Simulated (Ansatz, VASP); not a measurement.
Two plane-wave programs on Te2Mo

File INCAR:

```
SYSTEM = Te2Mo
PREC     = Accurate       ! precision mode
ENCUT    = 520            ! plane-wave cutoff, eV
EDIFF    = 1E-7           ! SCF threshold, eV
ISMEAR   = 0              ! smearing method
SIGMA    = 0.05           ! smearing width, eV
LREAL    = .False.        ! projectors in reciprocal space
LASPH    = .True.         ! aspherical terms in the spheres
NELM     = 60             ! most SCF steps
ALGO     = Normal         ! electronic algorithm
ISIF     = 2              ! what is computed and relaxed
LWAVE    = .False.        ! write WAVECAR
LCHARG   = .False.        ! write CHGCAR
GGA      = PS             ! functional
NBANDS   = 35             ! bands
```

KPOINTS

```
regular mesh
0
Gamma
  12 12 2
  0 0 0
```

Contents of POSCAR:

```
Te2Mo
1.0
    3.4939942427      0.0000000000      0.0000000000
   -1.7469971213      3.0258877748      0.0000000000
    0.0000000000      0.0000000000     14.0085389608
Te Mo
4 2
Direct
    0.3333333333      0.6666666667      0.6211281373
    0.6666666667      0.3333333333      0.1211281373
    0.3333333333      0.6666666667      0.8788718627
    0.6666666667      0.3333333333      0.3788718627
    0.3333333333      0.6666666667      0.2500000000
    0.6666666667      0.3333333333      0.7500000000
```

Input for Ansatz:

```yaml
crystal:
  lattice:
    - [3.4939942427, 0.0, 0.0]
    - [-1.7469971213, 3.0258877748, 0.0]
    - [0.0, 0.0, 14.0085389608]
  atoms:
    - { symbol: Te, position: [0.3333333333, 0.6666666667, 0.6211281373] }
    - { symbol: Te, position: [0.6666666667, 0.3333333333, 0.1211281373] }
    - { symbol: Te, position: [0.3333333333, 0.6666666667, 0.8788718627] }
    - { symbol: Te, position: [0.6666666667, 0.3333333333, 0.3788718627] }
    - { symbol: Mo, position: [0.3333333333, 0.6666666667, 0.25] }
    - { symbol: Mo, position: [0.6666666667, 0.3333333333, 0.75] }
basis:
  ecutwfc: 420
kpoints:
  mp_grid: { grid: [12, 12, 2] }
hamiltonian:
  xc: pbesol
scf:
  occupations: { method: gaussian, width: 0.05 }
output:
  forces: true
  stress: true
  eigenvalues: true
  write_density: true
  write_potential: true
  elf: true
  volumetric_format: npy
```

Alike in both runs: task single point; functional PBEsol; k mesh 12 × 12 × 2; occupations gaussian, width 0.05 eV; no spin polarisation.

|  | VASP | Ansatz |
| --- | --- | --- |
| version | VASP 6.6.1 | Ansatz 0.2.0 |
| potentials or method | VASP PAW PBE potentials, release 64 (Te, Mo_sv) | scalar-relativistic, plane waves, PAW |
| plane-wave cutoff (eV) | 520 | 420 |
| valence electrons in the cell | 52 | 92 |

|  | VASP | Ansatz | Ansatz less VASP |
| --- | --- | --- | --- |
| gap on the k mesh at the Fermi level (eV) | 0.77 | 0.77 | +0.006 |
| least direct gap on the mesh (eV) | 1.09 | 1.09 | +0.001 |
| pressure (GPa) | 0.1 | 0.0 | -0.13 |
| largest component of the traceless stress (GPa) | 0.08 | 0.00 | -0.075 |
| rms of the force components (eV/Å) | 0.014 | 0.000 | -0.0140 |

Atom by atom the forces differ by 0.014 eV/Å (rms over components). The functional is the same, so the differences come from potentials, cutoffs and numerics. The two sets of potentials don't hold the same shells in valence.

Caveats: the PAW data sets were made with another functional, which shifts forces and pressure a little (VASP); spin-orbit coupling is left out, which moves the levels of the heavy elements; this functional lacks dispersion, which binds the layers, so the pressure and a relaxed spacing across them are unreliable. A k mesh can miss the band edges. As with any semilocal functional, this PBEsol gap is likely too small.
